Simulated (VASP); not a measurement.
Pb, 1 atom in the cell. It takes space group Im-3m (No. 229, cubic). The conventional cell has a = 3.959 Å, b = 3.959 Å, c = 3.959 Å, α = 90.00°, β = 90.00°, γ = 90.00°. Pb (site symmetry m-3m) is surrounded by 8 Pb at 3.43 Å. This isn't the form of Pb at room conditions, which is fcc.

* Program: VASP 6.6.1
* Task: optical spectrum
* Functional: vdW-DF-cx
* Potentials or basis: VASP PAW PBE potentials, release 64 (Pb_d_GW)
* Cutoff: 600 eV
* k mesh: 7 × 7 × 7
* Occupations: fermi-dirac, width 0.02 eV
* Spin: spin-orbit coupling, no magnetisation
* Further INCAR settings: ALGO = Normal; EDIFF = 1e-06; NBANDS = 80

Potentials or basis: VASP PAW PBE potentials, release 64 (Pb_d_GW).

Launch:

```bash
$ cat potpaw_PBE.64/Pb_d_GW/POTCAR > POTCAR
$ mpirun -np 1 vasp_ncl > vasp.out
```

Hardware: 1 thread of Intel(R) Xeon(R) Platinum 8488C (Sapphire Rapids) (shared host).

Q: Estimate the wall time of this run.

A: It took 4.2 min on 1 thread of Intel(R) Xeon(R) Platinum 8488C (Sapphire Rapids), on a shared host, peak memory 0.49 GiB. Counts: scf iterations 12, k points 20.
